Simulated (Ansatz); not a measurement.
The system is AlRu.

```xyz
2
Lattice="2.9916 0.0000 0.0000 0.0000 2.9916 0.0000 0.0000 0.0000 2.9916" Properties=species:S:1:pos:R:3 pbc="T T T"
Ru    1.4958    1.4958    1.4958
Al    0.0000    0.0000    0.0000
```

| Item | Value |
| --- | --- |
| Program | Ansatz 0.2.0 |
| Task | single point |
| Functional | PBE |
| Potentials or basis | Ansatz PAW |
| Cutoff | 420 eV (not typed: the program's choice for these potentials) |
| k mesh | 9 × 9 × 9 |
| Occupations | fermi-dirac, width 0.05 eV |
| Spin | no spin polarisation |

On this cell: pressure 2.5 GPa; largest force zero by symmetry; band gap on the k mesh none (metal or under the smearing width).

The same run follows on a disturbed copy (atoms moved at random, drawn with an rms of 0.05 Å):

```
Ru Al
1.0
     2.99160    0.00000    0.00000
     0.00000    2.99160    0.00000
     0.00000    0.00000    2.99160
Ru Al
1 1
Direct
  0.49700 0.51102 0.48780
  0.99568 0.99117 0.01002
```

Q: What does the disturbed cell give?

A: The energy (extrapolated to zero smearing) moves by +15.6 meV/atom; pressure 3.2 GPa; largest force 0.703 eV/Å; band gap on the k mesh none (metal or under the smearing width).

Forces in eV/Å, atoms in the order of the input:
```
Ru  -0.032 -0.469  0.523
Al   0.032  0.469 -0.523
```

Stress tensor (GPa, compression positive):
```
 3.38  0.04 -0.04
 0.04  3.08 -0.61
-0.04 -0.61  3.00
```
